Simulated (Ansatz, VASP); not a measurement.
# H in VASP and in Ansatz

```
CELL_PARAMETERS angstrom
3.70974 -3.70974 0.00000
3.70974 3.70974 0.00000
-3.70974 0.00000 4.57113
ATOMIC_POSITIONS crystal
H 0.45895 0.45895 0.91789
H 0.20895 0.70895 0.41789
H 0.95895 0.95895 0.91789
H 0.70895 0.20895 0.41789
H 0.04105 0.04105 0.08211
H 0.79105 0.29105 0.58211
H 0.54105 0.54105 0.08211
H 0.29105 0.79105 0.58211
```

Alike in both runs: task single point; functional PBE; k mesh 6 × 6 × 6; occupations gaussian, width 0.05 eV; no spin polarisation.

|  | VASP | Ansatz |
| --- | --- | --- |
| version | VASP 6.6.1 | Ansatz 0.2.0 |
| potentials or method | VASP PAW PBE potentials, release 64 (H) | scalar-relativistic, plane waves, PAW |
| plane-wave cutoff (eV) | 520 | 420 |
| valence electrons in the cell | 8 | 8 |

VASP gave:

- gap on the k mesh at the Fermi level (eV): 9.28
- least direct gap on the mesh (eV): 9.75
- pressure (GPa): -0.2
- rms of the force components (eV/Å): 0.005

Problem. Estimate Ansatz's values.

Solution. gap on the k mesh at the Fermi level (eV): 9.27; least direct gap on the mesh (eV): 9.75; pressure (GPa): 0.0; rms of the force components (eV/Å): 0.001.

Atom by atom the forces differ by 0.006 eV/Å (rms over components).

A k mesh can miss the band edges.
